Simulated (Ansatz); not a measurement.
# Al2O3 (Pnnm) in Ansatz: relaxation of cell and atoms with RPBE+D3(BJ)

Aim: the relaxation of cell and atoms of Al2O3 with RPBE+D3(BJ).

Program: Ansatz 0.2.0. These are calculated values, not measurements. Logs are shortened: lines on timing, memory, paths and dates and some standing lists are left out, and cuts for length are marked.

## Step 1: Starting point

It takes space group Pnnm (No. 58, orthorhombic). The conventional cell has a = 4.614 Å, b = 9.563 Å, c = 3.120 Å, α = 90.00°, β = 90.00°, γ = 90.00°. Al (site symmetry m) is surrounded by 4 O at 1.68 to 1.82 Å. O (site symmetry 2/m) is surrounded by 2 Al at 1.68 Å. O (site symmetry m) has 3 Al at 1.82 Å as nearest neighbours.

Measurements of this composition are mostly on another form, of space group No. 167.

## Step 2: Relaxation of cell and atoms, RPBE+D3(BJ)

File input.yaml:

```yaml
crystal:
  lattice:
    - [4.613777, 0.0, 0.0]
    - [0.0, 9.563279, 0.0]
    - [0.0, 0.0, 3.119862]
  atoms:
    - { symbol: Al, position: [0.982975, 0.824573, 0.0] }
    - { symbol: Al, position: [0.017025, 0.175427, 0.0] }
    - { symbol: Al, position: [0.482975, 0.675427, 0.5] }
    - { symbol: Al, position: [0.517025, 0.324573, 0.5] }
    - { symbol: O, position: [0.5, 0.5, 0.5] }
    - { symbol: O, position: [0.123635, 0.75305, 0.5] }
    - { symbol: O, position: [0.376365, 0.25305, 0.0] }
    - { symbol: O, position: [0.623635, 0.74695, 0.0] }
    - { symbol: O, position: [0.0, 0.0, 0.0] }
    - { symbol: O, position: [0.876365, 0.24695, 0.5] }
hamiltonian:
  xc: rpbe
  pseudopotentials: { kind: paw }
  dispersion: d3bj
kpoints:
  mp_grid: { grid: [6, 3, 9] }
scf:
  occupations: { method: fermi_dirac, width: 0.05 }
output:
  forces: true
  stress: true
  eigenvalues: true
relax:
  f_tol: 0.01
  max_steps: 40
  cell: { stress_tol: 0.05 }
```

Potentials or basis: Ansatz PAW.

The run is started by

```bash
ansatz run input.yaml --threads 4 --pin off --max-ram 11264MiB --backend cpu --events-out ev --progress --plain --runs-dir out
```

Output:

```text
Warning: RAYON_NUM_THREADS=4 ignored (pool sized by the plan → 4); use --threads N
Engine: ansatz 0.2.0, aarch64-unknown-linux-gnu
Pseudopotentials: kind: paw
Pseudopotential: Al, paw, valence charge 3, recommended cutoff 420 eV (normal), Al.paw.azcp
Pseudopotential: O, paw, valence charge 6, recommended cutoff 420 eV (normal), O.paw.azcp
Functional definition: RPBE
  parameter kappa = 0.804
  parameter beta = 0.06672455060314922
  exchange = rpbe_x(kappa = kappa, mu = beta*pi^2/3)
  correlation = pbe_c(beta = beta)
Crystal: 10 atoms, lattice volume = 137.657 Å³
Basis set: ecut = 420 eV, 2707 PW (Γ), exchange–correlation on 64×128×48 points (8 copies of the dense FFT grid, shifted against one another)
Bands: 34, of which v1, the nominal top of the filled ones, is band 24 counted from 1 (23 counted from 0)
Symmetry: 8 space group operations
Space group: Pnnm (ITA 58), of the structure as read, at distance tolerance 5.2e-5 Å
k-points: 40 of 162
Non-local potential: Al, projectors of the file, l = 0: 2, l = 1: 2, l = 2: 1
Non-local potential: O, projectors of the file, l = 0: 2, l = 1: 2, l = 2: 1
PAW form: soft (Blöchl's): semilocal exchange-correlation on the pseudo side does not see the compensation charge
PAW frozen core: Al, regenerated for the run's functional, and the local potential with it (the file was generated under x = pbe(κ = 0.804, μ = 0.2195149727645171), c = pbe(β = 0.06672455060314922))
PAW frozen core: O, regenerated for the run's functional, and the local potential with it (the file was generated under x = pbe(κ = 0.804, μ = 0.2195149727645171), c = pbe(β = 0.06672455060314922))
PAW one-centre angular grid: Al, 110 points (default); XC on 64 Gauss nodes
PAW one-centre angular grid: O, 110 points (default); XC on 64 Gauss nodes
Initial density: superposition of atomic densities (neutral atoms: chi_scale 0, normalization atom), corrected by the library's trained network
Initial wavefunctions: pseudopotential atomic-orbital guess
Functional: x = rpbe, c = pbe(β = 0.06672455060314922)
SCF iter   1: F=—  HF=-5596.520363 eV  |F-HF|=—  |Δ(HF+E_count)|=         —  Δρ=3.88e-3  dr2=2.01e-2  ethr=1.77e-3  ⟨swp⟩=6.8  Hψ=6987  notcnv=0  defer=4
preconditioner: auto → Resta (q_TF=auto, 2.289 Å⁻¹)  ε∞=3.0  [insulator: Δε(μ)=3.711 eV  Ē_g=15.343 eV  σ=0.050 eV  W_gap=1.00  n_scr=22 (ndim 8)  ℏωp=21.9 eV  f_vac=0.149  D(μ)=0.00/eV (n_scr^D=0)  ε∞_Penn≈3.0]
SCF iter   2: F=—  HF=-5596.514781 eV  |F-HF|=—  |Δ(HF+E_count)|=   5.58e-3  Δρ=1.98e-3  dr2=2.20e-3  ethr=4.19e-5  ⟨swp⟩=2.1  Hψ=2629  notcnv=0  defer=130
SCF iter   3: F=—  HF=-5596.513519 eV  |F-HF|=—  |Δ(HF+E_count)|=   1.26e-3  Δρ=8.55e-4  dr2=7.45e-4  ethr=4.59e-6  ⟨swp⟩=2.2  Hψ=2089  notcnv=0  defer=130
SCF iter   4: F=—  HF=-5596.513458 eV  |F-HF|=—  |Δ(HF+E_count)|=   6.07e-5  Δρ=1.33e-4  dr2=1.82e-5  ethr=1.55e-6  ⟨swp⟩=2.0  Hψ=2204  notcnv=0  defer=130
SCF iter   5: F=—  HF=-5596.512430 eV  |F-HF|=—  |Δ(HF+E_count)|=   1.03e-3  Δρ=1.28e-4  dr2=1.64e-5  ethr=3.78e-8  ⟨swp⟩=2.0  Hψ=2199  notcnv=0  defer=130
SCF iter   6: F=—  HF=-5596.512428 eV  |F-HF|=—  |Δ(HF+E_count)|=   1.70e-6  Δρ=2.18e-5  dr2=4.90e-7  ethr=3.42e-8  ⟨swp⟩=2.3  Hψ=1954  notcnv=0  defer=130
SCF iter   7: F=-5596.512429 eV  HF=-5596.512429 eV  |F-HF|=1.49e-8  |Δ(HF+E_count)|=   8.08e-7  Δρ=5.89e-6  dr2=3.62e-8  ethr=2.08e-10  ⟨swp⟩=12.3  Hψ=7184  notcnv=0
SCF 1 converged in 7 iterations: F = -5596.512429 eV  dr2 = 3.62e-8
relax step   1: F+E_penalty+E_count = -5596.51242882 eV  Δ(F+E_penalty+E_count) = +0.000e0 eV  max|allowed force component| = 2.469e-1 eV/Å  Δτ_max = 0.0000 Å  P = -4.621 GPa  Ω = 137.657 Å³  (7 SCF iters, dr2 threshold 1.00e-7 eV, accepted)
Crystal: 10 atoms, lattice volume = 135.197 Å³
Basis set: ecut = 420 eV, 2631 PW (Γ), exchange–correlation on 64×128×48 points (8 copies of the dense FFT grid, shifted against one another)
Initial density: handed on by an earlier stage of this run
Initial wavefunctions: those handed on with the density
iter 1 solved again at ethr=3.65e-5 eV; its pass at ethr=3.10e-3 eV (dr2=1.75e-2 eV) is discarded
SCF iter   1: F=—  HF=-5596.639762 eV  |F-HF|=—  |Δ(HF+E_count)|=         —  Δρ=3.89e-3  dr2=1.88e-2  ethr=3.65e-5  ⟨swp⟩=2.1  Hψ=6819  notcnv=0
preconditioner: auto → Resta (q_TF=auto, 2.296 Å⁻¹)  ε∞=3.0  [insulator: Δε(μ)=3.724 eV  Ē_g=15.508 eV  σ=0.050 eV  W_gap=1.00  n_scr=22 (ndim 8)  ℏωp=22.1 eV  f_vac=0.146  D(μ)=0.00/eV (n_scr^D=0)  ε∞_Penn≈3.0]
SCF iter   2: F=—  HF=-5596.635359 eV  |F-HF|=—  |Δ(HF+E_count)|=   4.40e-3  Δρ=1.58e-3  dr2=2.63e-3  ethr=3.65e-5  ⟨swp⟩=2.0  Hψ=2413  notcnv=0
SCF iter   3: F=—  HF=-5596.635134 eV  |F-HF|=—  |Δ(HF+E_count)|=   2.25e-4  Δρ=6.89e-4  dr2=6.91e-4  ethr=5.49e-6  ⟨swp⟩=2.0  Hψ=1961  notcnv=0
SCF iter   4: F=—  HF=-5596.634178 eV  |F-HF|=—  |Δ(HF+E_count)|=   9.56e-4  Δρ=1.50e-4  dr2=2.75e-5  ethr=1.44e-6  ⟨swp⟩=2.2  Hψ=2133  notcnv=0
SCF iter   5: F=—  HF=-5596.634193 eV  |F-HF|=—  |Δ(HF+E_count)|=   1.53e-5  Δρ=1.14e-4  dr2=1.38e-5  ethr=5.72e-8  ⟨swp⟩=2.0  Hψ=2160  notcnv=0
SCF iter   6: F=-5596.634192 eV  HF=-5596.634192 eV  |F-HF|=1.20e-7  |Δ(HF+E_count)|=   1.62e-6  Δρ=1.88e-5  dr2=4.53e-7  ethr=2.08e-9  ⟨swp⟩=5.5  Hψ=7171  notcnv=0
SCF 2 converged in 6 iterations: F = -5596.634192 eV  dr2 = 4.53e-7
relax step   2: F+E_penalty+E_count = -5596.63419171 eV  Δ(F+E_penalty+E_count) = -1.218e-1 eV  max|allowed force component| = 1.752e-1 eV/Å  Δτ_max = 0.0252 Å  P = -2.598 GPa  Ω = 135.197 Å³  energy of the carried Pulay correction = +7.162e-3 eV  (6 SCF iters, dr2 threshold 1.00e-6 eV, accepted)
Crystal: 10 atoms, lattice volume = 132.067 Å³
Basis set: ecut = 420 eV, 2579 PW (Γ), exchange–correlation on 64×128×48 points (8 copies of the dense FFT grid, shifted against one another)
iter 1 solved again at ethr=7.70e-5 eV; its pass at ethr=3.10e-3 eV (dr2=3.69e-2 eV) is discarded
[... 114 lines left out ...]
SCF iter   5: F=—  HF=-5596.694988 eV  |F-HF|=—  |Δ(HF+E_count)|=   1.60e-7  Δρ=5.44e-6  dr2=2.91e-8  ethr=4.72e-10  ⟨swp⟩=2.0  Hψ=2077  notcnv=0
SCF iter   6: F=-5596.694988 eV  HF=-5596.694988 eV  |F-HF|=9.33e-10  |Δ(HF+E_count)|=   2.11e-8  Δρ=2.23e-6  dr2=5.83e-9  ethr=2.14e-11  ⟨swp⟩=4.7  Hψ=4581  notcnv=0
SCF 12 converged in 6 iterations: F = -5596.694988 eV  dr2 = 5.83e-9
relax step  12: F+E_penalty+E_count = -5596.69498792 eV  Δ(F+E_penalty+E_count) = -1.331e-4 eV  max|allowed force component| = 1.960e-3 eV/Å  Δτ_max = 0.0032 Å  P = -0.004 GPa  Ω = 130.090 Å³  energy of the carried Pulay correction = +1.216e-4 eV  (6 SCF iters, dr2 threshold 1.03e-8 eV, accepted)
iter 1 solved again at ethr=2.75e-7 eV; its pass at ethr=3.10e-3 eV (dr2=1.32e-4 eV) is discarded
SCF iter   1: F=—  HF=-5596.696623 eV  |F-HF|=—  |Δ(HF+E_count)|=         —  Δρ=1.63e-5  dr2=6.84e-8  ethr=2.75e-7  ⟨swp⟩=3.1  Hψ=10759  notcnv=0
eigensolver tolerance schedule: the retry pair's looser diagonalisation over-reported the residual by 1928.81 of it (diagonalisation noise at 0.21 of the residual, at the tolerance the schedule requests for it); recorded, not acted on — ethr = c·dr2/N_el stays at c = 1.0e-1
preconditioner: auto → Resta (q_TF=auto, 2.311 Å⁻¹)  ε∞=3.1  [insulator: Δε(μ)=3.795 eV  Ē_g=15.696 eV  σ=0.050 eV  W_gap=1.00  n_scr=22 (ndim 8)  ℏωp=22.6 eV  f_vac=0.136  D(μ)=0.00/eV (n_scr^D=0)  ε∞_Penn≈3.1]
SCF iter   2: F=—  HF=-5596.694936 eV  |F-HF|=—  |Δ(HF+E_count)|=   1.69e-3  Δρ=7.69e-6  dr2=1.88e-8  ethr=1.43e-10  ⟨swp⟩=3.0  Hψ=2935  notcnv=0
SCF iter   3: F=—  HF=-5596.694938 eV  |F-HF|=—  |Δ(HF+E_count)|=   1.46e-6  Δρ=5.40e-6  dr2=7.97e-9  ethr=3.92e-11  ⟨swp⟩=1.0  Hψ=1360  notcnv=0
SCF iter   4: F=—  HF=-5596.694939 eV  |F-HF|=—  |Δ(HF+E_count)|=   1.68e-6  Δρ=1.92e-6  dr2=1.93e-9  ethr=1.66e-11  ⟨swp⟩=2.2  Hψ=2170  notcnv=0
SCF iter   5: F=-5596.694940 eV  HF=-5596.694940 eV  |F-HF|=5.18e-9  |Δ(HF+E_count)|=   1.10e-7  Δρ=2.97e-7  dr2=4.16e-11  ethr=1.00e-12  ⟨swp⟩=4.8  Hψ=6344  notcnv=0
SCF 13 converged in 5 iterations: F = -5596.694940 eV  dr2 = 4.16e-11
relax step  13: F+E_penalty+E_count = -5596.69493960 eV  Δ(F+E_penalty+E_count) = +4.833e-5 eV  max|allowed force component| = 1.977e-3 eV/Å  Δτ_max = 0.0000 Å  P = -0.005 GPa  Ω = 130.090 Å³  stress off target by 1.74e-2 GPa  SCF on the basis re-selected at this cell (its energy is not comparable with the rows above)  (5 SCF iters)
basis re-selected at this cell: Δ(F+E_penalty+E_count) = +4.833e-5 eV, ΔP = -0.000 GPa vs the last step (what re-selecting the basis moved, of the pressure what is left beyond the Pulay correction that the steps carried, after the strain that the cell walked since its last selection, with what the two solves' SCF thresholds leave and, on support functions, any second-order correction that the steps lacked; it is no measure of the basis error at this ecutwfc). This SCF's stress stands 1.74e-2 GPa from its target on what of the cell is left free (relax.cell.stress_tol is 5.00e-2 GPa) and its largest allowed force component is 1.98e-3 eV/Å (relax.f_tol is 1.00e-2 eV/Å): within both
SCF converged after 5 iterations
Free energy (F): -5596.694940 eV
Harris-Foulkes:  -5596.694940 eV  (|F-HF|=5.18e-9)
Internal energy: -5596.694940 eV  (E = F + TS)
E sigma→0 (E₀):  -5596.694940 eV
Fermi energy:    5.623922 eV
--- Per-component energies (eV) ---
  E_band       = -163.809865
  E_kinetic    = 1176.127109
  E_local      = -2967.730352  (includes V_loc(G=0)·N_el)
  E_nonlocal   = 322.032728
  E_hartree    = 1113.831921
  E_xc         = -612.109839
  E_vxc        = -690.990851  (∫ρ·V_xc dr)
  E_paw        = -2842.839493  (= ΣΔE_a)
  E_vpaw       = -230.927212  (= ΣTr[D̂ρ^β])
  E_aug_tail   = 0.015075  (compensation charges beyond the density's cutoff)
  E_ewald      = -1779.737960
  E_disp       = -6.089676  (pairwise vdW)
  E_core_change = -0.194453  (= ΣΔE_core)
  E_smearing   = -0.000000  (= −TS)
  E_closure    = -0.000000  (closes the sum)
  Σ components = -5596.694940   (vs F -5596.694940, Δ=0.00e0)
--- Forces (eV/Å), atoms counted from 1 ---
  atom   1  Al    -0.00115151    -0.00004958     0.00000000
  atom   2  Al     0.00115151     0.00004958    -0.00000000
  atom   3  Al    -0.00115151     0.00004958     0.00000000
  atom   4  Al     0.00115151    -0.00004958    -0.00000000
  atom   5  O      0.00000000     0.00000000     0.00000000
  atom   6  O      0.00190700    -0.00197702     0.00000000
  atom   7  O     -0.00190700    -0.00197702    -0.00000000
  atom   8  O      0.00190700     0.00197702     0.00000000
  atom   9  O      0.00000000    -0.00000000     0.00000000
  atom  10  O     -0.00190700     0.00197702    -0.00000000
  max |Σ_I F_I| component: 2.17e-19 eV/Å
--- Stress (GPa, compression-positive) ---
       -0.017353      -0.000000       0.000000
       -0.000000       0.001785       0.000000
        0.000000       0.000000       0.001066
  P = ⅓ Tr σ = -0.0048 GPa (-0.048 kbar)
--- Band table (eV; the first three rows and the last of 40) ---
  k-point 0: bands = ["-15.8089", "-15.7403", "-14.4401", "-14.4244", "-12.9838", "-12.8587", "-3.4469", "-3.0120", "-1.4170", "-0.7905", "-0.6041", "-0.5804", "-0.4124", "0.0842", "0.0890", "0.5628", "0.5686", "1.2112", "1.8743", "1.9946", "2.4656", "2.7878", "3.5918", "3.6478", "7.4430", "9.1227", "10.2869", "11.2125", "11.2323", "11.6591", "12.6998", "12.9792", "14.3492", "14.5331"]
  k-point 1: bands = ["-15.7314", "-15.6658", "-14.4294", "-14.4171", "-12.9541", "-12.8328", "-3.3256", "-2.9029", "-1.3673", "-0.8853", "-0.8279", "-0.8257", "-0.3430", "0.0151", "0.0356", "0.2021", "0.3529", "1.2313", "1.8272", "1.9121", "2.5136", "2.7853", "3.3179", "3.4249", "7.9091", "9.4861", "10.5754", "11.5235", "11.6246", "11.8931", "12.9386", "13.0107", "14.4001", "14.4689"]
  k-point 2: bands = ["-15.5146", "-15.4580", "-14.4186", "-14.4132", "-12.8755", "-12.7683", "-2.9780", "-2.5938", "-1.6744", "-1.4897", "-1.1685", "-0.8698", "-0.6327", "-0.1794", "-0.1457", "-0.1357", "0.0802", "1.2322", "1.6480", "1.6767", "2.6261", "2.7817", "2.7944", "2.9269", "8.9789", "10.2627", "11.1068", "12.3089", "12.3794", "12.4616", "12.9389", "13.8164", "14.1267", "14.7612"]
  k-point 39: bands = ["-14.7188", "-14.7188", "-14.7109", "-14.7109", "-12.6888", "-12.6888", "-3.3827", "-3.3827", "-3.1270", "-3.1270", "-0.4630", "-0.4630", "-0.3458", "-0.3458", "0.1435", "0.1435", "0.9775", "0.9775", "1.2649", "1.2649", "2.2654", "2.2654", "2.8792", "2.8792", "10.8067", "10.8067", "11.7644", "11.7644", "12.0189", "12.0189", "12.6280", "12.6280", "14.3840", "14.3840"]
--- Relaxed structure (10 steps of the walk, 10 accepted, 3 SCFs on fresh bases) ---
  F+E_penalty+E_count = -5596.69493960 eV   max|allowed force component| = 1.977e-3 eV/Å   (the final SCF, on the basis selected at the relaxed cell)
  cell:  # Å, volume = 130.0899 Å³
    - [4.620782956915406, 0.0, 0.0]
    - [0.0, 9.38835601529069, 0.0]
    - [0.0, 0.0, 2.998736563112673]
  atoms:
    - { symbol: Al, position: [0.9664785985254771, 0.8223301872300344, 0.0] }
    - { symbol: Al, position: [0.03352140147452313, 0.17766981276996555, 0.0] }
    - { symbol: Al, position: [0.4664785985254767, 0.6776698127699655, 0.5] }
    - { symbol: Al, position: [0.5335214014745231, 0.3223301872300344, 0.5] }
    - { symbol: O, position: [0.49999999999999994, 0.5, 0.5] }
    - { symbol: O, position: [0.09836716209831992, 0.7395033893028976, 0.5] }
    - { symbol: O, position: [0.40163283790168, 0.23950338930289763, 0.0] }
    - { symbol: O, position: [0.59836716209832, 0.7604966106971025, 0.0] }
    - { symbol: O, position: [-1.5039508636648952e-19, 1.2584223585434555e-19, 0.0] }
    - { symbol: O, position: [0.9016328379016796, 0.26049661069710234, 0.5] }
```

It took 43 s on 4 threads of Arm Neoverse V2, shared host; peak memory 0.52 GiB.

Results:

```yaml
Free_energy: -5596.6949 eV
Relaxed_volume: 13.01 Å³/atom
Relaxed_cell: a = 4.621 Å, b = 9.388 Å, c = 2.999 Å, α = 90.00°, β = 90.00°, γ = 90.00°
Space_group_after_relaxing_to_0.05_Å: Pnnm (No. 58)
Energy_gained_by_relaxing: 18.3 meV/atom
Ionic_steps: 13
Pressure_after_relaxing: 0.0 GPa
Band_gap_on_the_k_mesh: 3.80 eV, direct
```

Forces in eV/Å, atoms in the order of the input:
```
Al  -0.001  0.000  0.000
Al   0.001  0.000  0.000
Al  -0.001  0.000  0.000
Al   0.001  0.000  0.000
O    0.000  0.000  0.000
O    0.002 -0.002  0.000
O   -0.002 -0.002  0.000
O    0.002  0.002  0.000
O    0.000  0.000  0.000
O   -0.002  0.002  0.000
```

Step by step:
| step | energy change (eV) | largest force (eV/Å) | volume (Å³) |
| --- | --- | --- | --- |
| 1 | 0.0000 | 0.2469 | 137.66 |
| 2 | -0.1218 | 0.1765 | 135.20 |
| 3 | -0.1886 | 0.0394 | 132.07 |
| 4 | -0.1893 | 0.0124 | 132.18 |
| 5 | -0.1902 | 0.0192 | 132.01 |
| 6 | -0.1946 | 0.0215 | 130.82 |
| 7 | -0.1958 | 0.0060 | 130.62 |
| 8 | -0.1951 | 0.0018 | 130.87 |
| 9 | -0.1821 | 0.0014 | 130.87 |
| 10 | -0.1848 | 0.0058 | 130.13 |
| 11 | -0.1824 | 0.0059 | 130.13 |
| 12 | -0.1826 | 0.0027 | 130.09 |
| 13 | -0.1825 | 0.0027 | 130.09 |

Final structure:
```cif
data_structure
_symmetry_space_group_name_H-M 'P 1'
_symmetry_Int_Tables_number 1
_cell_length_a 4.6208
_cell_length_b 9.3884
_cell_length_c 2.9987
_cell_angle_alpha 90.000
_cell_angle_beta 90.000
_cell_angle_gamma 90.000
_cell_volume 130.09
loop_
_atom_site_label
_atom_site_type_symbol
_atom_site_fract_x
_atom_site_fract_y
_atom_site_fract_z
_atom_site_occupancy
Al1 Al 0.96648 0.82233 0.00000 1
Al2 Al 0.03352 0.17767 0.00000 1
Al3 Al 0.46648 0.67767 0.50000 1
Al4 Al 0.53352 0.32233 0.50000 1
O1 O 0.50000 0.50000 0.50000 1
O2 O 0.09837 0.73950 0.50000 1
O3 O 0.40163 0.23950 0.00000 1
O4 O 0.59837 0.76050 0.00000 1
O5 O 0.00000 0.00000 0.00000 1
O6 O 0.90163 0.26050 0.50000 1
```

Levels at points of the mesh, in eV from the valence-band top:
```tsv
k point	band 22	band 23	band 24	band 25	band 26	band 27
(0.00, 0.00, 0.00)	-0.86	-0.06	0.00	3.80	5.47	6.64
(-0.50, 0.00, 0.00)	-1.03	-0.02	-0.02	6.30	6.30	6.85
```

Caveat: odd divisions of the mesh miss points on the zone boundary, where band edges often lie, so the gap on the mesh can be too wide; the plane-wave basis is chosen anew once the cell has moved, so the energies of steps on either side of that aren't comparable; the pressure holds a Pulay correction of +0.5 GPa for the finite cutoff; the PAW data sets come from PBE, with cores solved anew for the run's functional, which leaves a small shift of forces and pressure.
